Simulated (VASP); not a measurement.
Here is a VASP 6.6.1 calculation.

File run.py:

```python
from ase.calculators.vasp import Vasp
from ase.dft.bandgap import bandgap
from ase.io import read

atoms = read('Cu2O.cif', primitive_cell=True, subtrans_included=False)
calc = Vasp(
    directory='calc',
    xc='rpbe',
    pp='PBE',
    setups='recommended',
    pp_version='54',
    prec='Accurate',
    encut=520,
    ediff=1e-06,
    ismear=0,
    sigma=0.02,
    lreal=False,
    lasph=True,
    nelm=100,
    algo='Fast',
    isif=2,
    lwave=False,
    lcharg=False,
    kpts=[6, 6, 6],
    gamma=True,
    nbands=37,
)
atoms.calc = calc

print('energy (eV):', atoms.get_potential_energy())
print('free energy (eV):', atoms.get_potential_energy(force_consistent=True))
print('forces (eV/A):')
print(atoms.get_forces())
print('stress (eV/A^3, Voigt):', atoms.get_stress())
print('Fermi level (eV):', calc.get_fermi_level())
gap, top, bottom = bandgap(calc)
print('band gap (eV):', gap, 'from (spin, k, band)', top, 'to', bottom)
```

Contents of Cu2O.cif:

```cif
data_Cu2O
_cell_length_a 4.26000000
_cell_length_b 4.26000000
_cell_length_c 4.26000000
_cell_angle_alpha 90.00000000
_cell_angle_beta 90.00000000
_cell_angle_gamma 90.00000000
_space_group_name_H-M_alt 'Pn-3m'
_space_group_name_Hall 'P 4n 2 3 -1n'
_space_group_IT_number 224
loop_
_space_group_symop_operation_xyz
'x,y,z'
'-y+1/2,x+1/2,z+1/2'
'-x,-y,z'
'y+1/2,-x+1/2,z+1/2'
'x,-y,-z'
'-y+1/2,-x+1/2,-z+1/2'
'-x,y,-z'
'y+1/2,x+1/2,-z+1/2'
'z,x,y'
'z+1/2,-y+1/2,x+1/2'
'z,-x,-y'
'z+1/2,y+1/2,-x+1/2'
'-z,x,-y'
'-z+1/2,-y+1/2,-x+1/2'
'-z,-x,y'
'-z+1/2,y+1/2,x+1/2'
'y,z,x'
'x+1/2,z+1/2,-y+1/2'
'-y,z,-x'
'-x+1/2,z+1/2,y+1/2'
'-y,-z,x'
'-x+1/2,-z+1/2,-y+1/2'
'y,-z,-x'
'x+1/2,-z+1/2,y+1/2'
'-x+1/2,-y+1/2,-z+1/2'
'y,-x,-z'
'x+1/2,y+1/2,-z+1/2'
'-y,x,-z'
'-x+1/2,y+1/2,z+1/2'
'y,x,z'
'x+1/2,-y+1/2,z+1/2'
'-y,-x,z'
'-z+1/2,-x+1/2,-y+1/2'
'-z,y,-x'
'-z+1/2,x+1/2,y+1/2'
'-z,-y,x'
'z+1/2,-x+1/2,y+1/2'
'z,y,x'
'z+1/2,x+1/2,-y+1/2'
'z,-y,-x'
'-y+1/2,-z+1/2,-x+1/2'
'-x,-z,y'
'y+1/2,-z+1/2,x+1/2'
'x,-z,-y'
'y+1/2,z+1/2,-x+1/2'
'x,z,y'
'-y+1/2,z+1/2,x+1/2'
'-x,z,-y'
loop_
_atom_site_label
_atom_site_type_symbol
_atom_site_symmetry_multiplicity
_atom_site_Wyckoff_symbol
_atom_site_fract_x
_atom_site_fract_y
_atom_site_fract_z
_atom_site_occupancy
Cu1 Cu 4 b 0.7500000000 0.2500000000 0.7500000000 1
O1 O 2 a 0.5000000000 0.5000000000 0.5000000000 1
```

Potentials or basis: VASP PAW PBE potentials, release 54 (Cu, O).

The run is started by

```console
$ python run.py
```

**Question.** Predict the band gap on the k mesh.

**Answer.** 0.54 eV, direct.

**Question.** Predict the pressure.

**Answer.** 8.3 GPa.

Caveat: the PAW data sets were made with another functional, which shifts forces and pressure a little.

**Measured values to compare with.**

“Importance of surface oxygen vacancies for ultrafast hot carrier relaxation and transport in Cu2O”, 2021, arxiv:2103.03167 quotes, for a bulk crystal of Cu2O: band gap 2.17 eV (direct).

Measured gap of Cu2O: 2.17 eV (direct; quoted in “Importance of surface oxygen vacancies for ultrafast hot carrier relaxation and transport in Cu2O”, 2021, arxiv:2103.03167). This calculation gives 0.54 eV (-1.63 eV). So large a miss can be the level of theory's own, or it may mean another phase, state or a wrong row. The value is that of RPBE on a finite k mesh, which can miss the band edges, without temperature or zero-point motion. Semilocal functionals fall short of measured gaps as a rule.
